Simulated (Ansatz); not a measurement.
MoS2 (P-6m2) from a database structure was relaxed with 3 functionals in the plane-wave code Ansatz, cell and atoms free, the symmetry of the start kept (meshes: PBE-D3(BJ) 12×12×2, r2SCAN+rVV10 12×12×4, PBE-D4 12×12×4). Calculated for a static, non-magnetic cell.

The PBE-D4 result:
Space group P-6m2 (No. 187). a = 3.153 Å, b = 3.153 Å, c = 6.684 Å, α = 90.00°, β = 90.00°, γ = 120.00°

| atom | site | symmetry | x | y | z |
| --- | --- | --- | --- | --- | --- |
| Mo | 1a | -6m2 | 0.0000 | 0.0000 | 0.0000 |
| S | 2h | 3m. | 0.3333 | 0.6667 | 0.2342 |

The symmetry is P-6m2 (No. 187, hexagonal); a = 3.153 Å, c = 6.684 Å in the conventional setting, 19.18 Å³ an atom. Mo is surrounded by 6 S at 2.40 Å; S is surrounded by 3 Mo at 2.40 Å.

(1) How does the cell change with r2SCAN+rVV10?

(2) How does the cell change with PBE-D3(BJ)?

## Answers

(1) a = 3.171 Å, c = 6.810 Å; the volume differs by +3.0 % from PBE-D4's. Mo has 6 S at 2.40 Å; S has 3 Mo at 2.40 Å.

(2) a = 3.149 Å, c = 6.689 Å; the volume differs by -0.2 % from PBE-D4's. Mo is surrounded by 6 S at 2.40 Å; S is surrounded by 3 Mo at 2.40 Å.
